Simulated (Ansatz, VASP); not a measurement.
# Y in VASP and in Ansatz

```
Y
1.0
     3.59782    0.00000    0.00000
    -1.79891    3.11580    0.00000
     0.00000    0.00000    5.58458
Y
2
Direct
  0.33333 0.66667 0.25000
  0.66667 0.33333 0.75000
```

Alike in both runs: functional PBEsol; k mesh 15 × 15 × 8; occupations gaussian, width 0.1 eV; no spin polarisation.

Ansatz relaxed the structure, and its values are those at the end. VASP's run is a single point on that final structure, the one shown.

|  | VASP | Ansatz |
| --- | --- | --- |
| version | VASP 6.6.1 | Ansatz 0.2.0 |
| potentials or method | VASP PAW PBE potentials, release 64 (Y_sv) | scalar-relativistic, plane waves, PAW |
| plane-wave cutoff (eV) | 520 | 420 |
| valence electrons in the cell | 22 | 22 |

Ansatz gave:

```
gap on the k mesh at the Fermi level (eV) : none
pressure (GPa)                            : 0.0
```

Which values does VASP return?

gap on the k mesh at the Fermi level (eV): none; pressure (GPa): -0.1.

A gap of «none» marks a metal or a gap that the smearing closes.

Caveats: the PAW data sets were made with another functional, which shifts forces and pressure a little (VASP).
